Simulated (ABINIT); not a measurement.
The system is TiC.

```
Ti C
1.0
     0.00000    2.16572    2.16572
     2.16572    0.00000    2.16572
     2.16572    2.16572    0.00000
Ti C
1 1
Direct
  0.00000 0.00000 0.00000
  0.50000 0.50000 0.50000
```

The cell is a database's computed one.

- Program: ABINIT 10.8.3 (patched build)
- Task: single point
- Functional: PBE
- Potentials or basis: JTH PAW PBE v2.0
- Cutoff: 517 eV
- k mesh: 11 × 11 × 11
- Occupations: fermi-dirac, width 0.05 eV
- Spin: no spin polarisation

On this cell: pressure 0.7 GPa; largest force zero by symmetry; band gap on the k mesh none (metal or under the smearing width).

The same run follows on a disturbed copy (atoms moved at random, drawn with an rms of 0.05 Å):

```
Ti C
1.0
     0.00000    2.16572    2.16572
     2.16572    0.00000    2.16572
     2.16572    2.16572    0.00000
Ti C
1 1
Cartesian
  0.0311 -0.0544 0.0078
  2.2125 2.1626 2.1480
```

**Question.** What does the disturbed cell give?

**Answer.** The energy (extrapolated to zero smearing) moves by +8.2 meV/atom; pressure 1.1 GPa; largest force 0.556 eV/Å; band gap on the k mesh none (metal or under the smearing width).

Forces on the atoms (eV/Å):
```
Ti   0.146  0.478 -0.244
C   -0.146 -0.478  0.244
```

Stress tensor (GPa, compression positive):
```
 0.85 -0.13  0.07
-0.13  1.55  0.22
 0.07  0.22  0.97
```
